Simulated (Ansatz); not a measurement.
## CaO: single point with PBE

CaO:

```
Ca O
1.0
     0.00000    2.40356    2.40356
     2.40356    0.00000    2.40356
     2.40356    2.40356    0.00000
Ca O
1 1
Direct
  0.00000 0.00000 0.00000
  0.50000 0.50000 0.50000
```

The cell is a database's computed one.

| Property | Result |
| --- | --- |
| Program | Ansatz 0.2.0 |
| Task | single point |
| Functional | PBE |
| Potentials or basis | Ansatz PAW |
| Cutoff | 420 eV (not typed: the program's choice for these potentials) |
| k mesh | 10 × 10 × 10 |
| Occupations | gaussian, width 0.029 eV |
| Spin | no spin polarisation |

```
Pressure               : 1.6 GPa
Band gap on the k mesh : 3.66 eV, indirect (least direct gap 4.03 eV)
```

Levels at points of the mesh, in eV from the valence-band top:
```csv
k point,band 6,band 7,band 8,band 9,band 10,band 11
"(0.00, 0.00, 0.00)",0.00,0.00,0.00,4.73,6.24,6.24
"(0.00, 0.00, -0.50)",-2.62,-1.19,-1.19,7.06,8.36,8.36
"(0.00, -0.50, -0.50)",-1.30,-0.37,-0.37,3.66,8.05,8.90
```

Wall time 0.8 s on 2 threads of Arm Neoverse V1 (shared host), peak memory 0.27 GiB.

Caveat: the pressure holds a Pulay correction of +0.4 GPa for the finite cutoff. A k mesh can miss the band edges.
